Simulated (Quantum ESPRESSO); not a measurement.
Crystal: NaF (Villiaumite).

```
Na F
1.0
     0.00000    2.32000    2.32000
     2.32000    0.00000    2.32000
     2.32000    2.32000    0.00000
Na F
1 1
Direct
  0.00000 0.00000 0.00000
  0.50000 0.50000 0.50000
```

```yaml
Program: Quantum ESPRESSO 7.5
Task: phonons
Functional: vdW-DF-cx
Potentials_or_basis: GBRV 1.5 PBE
Cutoff: 612 eV
Density_cutoff: 4898 eV
k_mesh: 6 × 6 × 6, shifted
Occupations: fermi-dirac, width 0.05 eV
Spin: no spin polarisation
Mixing_beta: 0.5
Most_SCF_iterations: 120
SCF_threshold: 4e-10 Ry
```

The cell and the atoms were relaxed first, to 13.02 Å³/atom (a = 3.327 Å, b = 3.327 Å, c = 3.327 Å, α = 60.00°, β = 60.00°, γ = 60.00°), and the response was taken there.

The first run showed a gap, so the response started from a second, tighter run with fixed occupations.

How polar is the lattice: what are the Born charges, the two dielectric constants and the LO-TO splitting?

Born charges ±1.02 e; dielectric constants 1.85 (electrons alone) and 5.22 (static); transverse and longitudinal modes at 236 and 396 cm⁻¹.

Caveat: the potentials were made for another functional, which shifts forces and pressure.
